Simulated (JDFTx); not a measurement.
The system is MgS (Niningerite).

```
CELL_PARAMETERS angstrom
0.00000 2.60165 2.60165
2.60165 0.00000 2.60165
2.60165 2.60165 0.00000
ATOMIC_POSITIONS crystal
S 0.50000 0.50000 0.50000
Mg 0.00000 0.00000 0.00000
```

* Program: JDFTx 1.7.0 (patched build)
* Task: single point
* Functional: PBEsol
* Potentials or basis: PseudoDojo-SR-PBEsol-0.4.1-standard with smoothed tails
* Cutoff: 1143 eV
* Density cutoff: 9143 eV
* k mesh: 9 × 9 × 9
* Occupations: fermi-dirac, width 0.05 eV
* Spin: no spin polarisation

On this cell: pressure -0.9 GPa; largest force zero by symmetry; band gap on the k mesh 2.83 eV, indirect (least direct gap 3.59 eV).

The same run follows on a disturbed copy (atoms moved at random, drawn with an rms of 0.05 Å):

```
CELL_PARAMETERS angstrom
0.00000 2.60165 2.60165
2.60165 0.00000 2.60165
2.60165 2.60165 0.00000
ATOMIC_POSITIONS crystal
S 0.49923 0.50365 0.50962
Mg 0.01475 0.99180 0.98833
```

Q: What changes?

A: The energy moves by +5.5 meV/atom; pressure -0.6 GPa; largest force 0.256 eV/Å; band gap on the k mesh 2.83 eV, indirect (least direct gap 3.59 eV).

Forces in eV/Å, atoms in the order of the input:
```
S   -0.251 -0.041  0.026
Mg   0.251  0.041 -0.026
```

Stress tensor (GPa, compression positive):
```
-0.04 -0.02  0.01
-0.02 -0.93  0.00
 0.01  0.00 -0.94
```

Caveats: an odd mesh through Γ misses points on the zone boundary, where band edges often lie.
